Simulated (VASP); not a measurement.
# C₂H₃Cl₂F: harmonic vibrations of a molecule

C₂H₃Cl₂F, molecule in box, 8 atoms in the cell. PBE, harmonic vibrations; PAW potentials C, F, Cl, H (PBE set).

## Input

INCAR.step1:
```
PREC     = Accurate       # precision mode
ENCUT    = 400            # plane-wave cutoff, eV
EDIFF    = 1E-8           # SCF threshold, eV
ISMEAR   = 0              # smearing method
SIGMA    = 0.01           # smearing width, eV
ISYM     = 0            
LREAL    = False          # projectors in reciprocal space
LASPH    = True           # aspherical terms in the spheres
NELM     = 100            # most SCF steps
ALGO     = Normal         # electronic algorithm
LWAVE    = False          # write WAVECAR
LCHARG   = False          # write CHGCAR
IBRION   = 2              # ionic algorithm
NSW      = 60             # ionic steps
ISIF     = 2              # what is computed and relaxed
EDIFFG   = -0.002         # ionic threshold
POTIM    = 0.5            # step
```

INCAR.step2, as INCAR.step1 but for:
```
- IBRION = 2
- NSW = 60
- ISIF = 2
- EDIFFG = -0.002
- POTIM = 0.5
+ IBRION = 5
+ NFREE = 2
+ POTIM = 0.015
+ NSW = 1
```

KPOINTS:
```
k-points
0
Gamma
  1 1 1
```

POSCAR.step1:
```
H3C2Cl2F
1.0
   12.0000000000      0.0000000000      0.0000000000
    0.0000000000     13.0000000000      0.0000000000
    0.0000000000      0.0000000000     13.0000000000
C F Cl H
2 1 2 3
Direct
    0.4765625000      0.4431538500      0.5709423100
    0.5043041700      0.5121692300      0.4818961500
    0.6146541700      0.5315461500      0.4798884600
    0.4683208300      0.4534000000      0.3630807700
    0.4342625000      0.6320846200      0.4925346200
    0.5013041700      0.4811615400      0.6421500000
    0.5222625000      0.3711461500      0.5624500000
    0.3875125000      0.4275076900      0.5725807700
```

Commands (each step's output is kept before the next begins):
```
cat potpaw_PBE.64/C/POTCAR potpaw_PBE.64/F/POTCAR potpaw_PBE.64/Cl/POTCAR potpaw_PBE.64/H/POTCAR > POTCAR
cp INCAR.step1 INCAR
cp POSCAR.step1 POSCAR
mpirun -np 8 vasp_gam > vasp.out
cp CONTCAR POSCAR
cp INCAR.step2 INCAR
mpirun -np 8 vasp_gam > vasp.out
```

## Result

- Vibrations (cm⁻¹; a negative value is imaginary): 3096, 3079, 2999, 1428, 1426, 1359, 1118, 1082, 1060, 880, 691, 567, 414, 376, 364, 280, 256, 246
- Zero-point energy (eV): 1.285
- Translations and rotations, which should read zero (cm⁻¹): -15, -6, -3, 3, 8, 15
- Vibrational entropy at 298 K (meV/K): 0.403
- Displaced cells: 48
- Ionic steps, all stages: 76
- Electronic steps, all stages: 1338

VASP 6.6.1 took 1267 s on 8 cores (AMD EPYC 7R43 (Zen 3)), a shared host.
